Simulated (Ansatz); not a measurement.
# A vibration from a frozen displacement in MgO

Computed with DFT PBEsol, scalar-relativistic, plane waves, PAW in Ansatz 0.2.0. Settings: plane waves to 420 eV, k-mesh 10×10×10 (Γ-centred), Gaussian smearing 0.05 eV. No spin polarisation. Energies are free energies at this smearing, counted from the undisturbed cell; pressure is positive in compression.

The undisturbed cell (as given, not relaxed at this level; it stands at -5.8 GPa):

```
CELL_PARAMETERS angstrom
0.00000 2.13515 2.13515
2.13515 0.00000 2.13515
2.13515 2.13515 0.00000
ATOMIC_POSITIONS crystal
Mg 0.00000 0.00000 0.00000
O 0.50000 0.50000 0.50000
```

Every O atom is moved by x along the Cartesian unit vector (0.707, 0.707, 0.000); the cell and all other atoms stay fixed. The cell's volume is 19.47 Å³; the moved atoms weigh 15.999 u together and the others 24.305 u. Some rows repeat others by symmetry and weren't run.

| x (Å) | ΔE (meV/cell) | total force on the moved atoms along the move (eV/Å) | pressure (GPa) |
| --- | --- | --- | --- |
| -0.1000 | 22.01 | 0.4439 | -4.9324 |
| -0.0875 | 16.82 | 0.3869 | -5.1262 |
| -0.0750 | 12.34 | 0.3305 | -5.2941 |
| -0.0625 | 8.55 | 0.2746 | -5.4361 |
| -0.0500 | 5.47 | 0.2192 | -5.5523 |
| -0.0375 | 3.07 | 0.1640 | -5.6426 |
| -0.0250 | 1.36 | 0.1093 | -5.7071 |
| -0.0125 | 0.34 | 0.0546 | -5.7459 |
| 0.0000 | 0.00 | 0.0000 | -5.7588 |
| 0.0125 | 0.34 | -0.0546 | -5.7459 |
| 0.0250 | 1.36 | -0.1093 | -5.7071 |
| 0.0375 | 3.07 | -0.1640 | -5.6426 |
| 0.0500 | 5.47 | -0.2192 | -5.5523 |
| 0.0625 | 8.55 | -0.2746 | -5.4361 |
| 0.0750 | 12.34 | -0.3305 | -5.2941 |
| 0.0875 | 16.82 | -0.3869 | -5.1262 |
| 0.1000 | 22.01 | -0.4439 | -4.9324 |

Task: What frequency belongs to this motion?

Result: The force constant is k = −dF/dx = 4.367 eV/Å², from the parabola through x = -0.0125, 0 and 0.0125. In every cell the moved atoms swing against the rest, so the mass is μ = m₁m₂/(m₁ + m₂) = 9.648 u, and ν̃ = 521.5 cm⁻¹ × √(|k|/μ) = 351 cm⁻¹, at this cell's pressure of -5.8 GPa. To first order in x, and within 1 %, the force on every atom lies along the move and, within each of the two groups, in proportion to the atom's mass, so this is itself a mode at the zone centre of this cell, taken without macroscopic field (the transverse frequency in a polar insulator).

Task: How far does the harmonic law reach?

Result: At x = -0.100 Å, kx²/2 = 21.84 meV against the computed 22.01 meV (+0.8 %): the well is still close to harmonic there.

The restoring force comes mainly from the short-range repulsion between the closed shells of Mg and O, which outweighs the dipolar interaction that softens a transverse polar mode. The well therefore has a single minimum at the rocksalt site, with no sign of a ferroelectric instability. Inversion symmetry at that site removes the cubic term, and the slight stiffening at large displacement fits a repulsion that rises steeply as ions approach.

The 351 cm⁻¹ lies clearly below the measured transverse optical frequency of MgO. The likely main cause is the stretched cell, since longer Mg–O distances weaken the repulsive curvature. The pressure column supports this: it rises from -5.7588 to -4.9324 GPa as the ions move apart from their sites, so the displacement costs less energy in a larger volume, and the mode must soften on expansion. The value is thus no fair test of the functional at equilibrium. Cubic symmetry makes the harmonic frequency independent of the displacement direction, but the quartic stiffening may differ along other axes.
